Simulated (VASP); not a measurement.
Si:

```
CELL_PARAMETERS angstrom
0.00000 2.72185 2.72185
2.72185 0.00000 2.72185
2.72185 2.72185 0.00000
ATOMIC_POSITIONS crystal
Si 0.50000 0.50000 0.50000
Si 0.75000 0.75000 0.75000
```

```yaml
Program: VASP 6.6.1
Task: relaxation of cell and atoms
Functional: PBEsol
Dispersion: D4
Potentials_or_basis: VASP PAW PBE potentials, release 64 (Si)
Cutoff: 600 eV
k_mesh: 8 × 8 × 8
Occupations: fermi-dirac, width 0.05 eV
Spin: no spin polarisation
```

At the start: pressure -1.7 GPa; volume 20.16 Å³/atom.

Task: Where does the relaxation end?

Result: Over 3 steps the energy falls by 2.0 meV/atom and the volume is 19.79 Å³/atom (-1.9 %); space group Fd-3m (No. 227, to 0.05 Å).

Step by step:
```csv
step,energy change (eV),largest force (eV/Å),pressure (GPa),volume (Å³)
1,0.0000,0.0000,-1.73,40.33
2,-0.0021,0.0000,1.28,39.08
3,-0.0041,0.0000,0.01,39.58
```

Final structure:
```yaml
crystal:
  lattice:
    - [0.00000, 2.70492, 2.70492]
    - [2.70492, 0.00000, 2.70492]
    - [2.70492, 2.70492, 0.00000]
  atoms:
    - { symbol: Si, position: [0.50000, 0.50000, 0.50000] }
    - { symbol: Si, position: [0.75000, 0.75000, 0.75000] }
```

Caveat: the PAW data sets were made with another functional, which shifts forces and pressure a little.
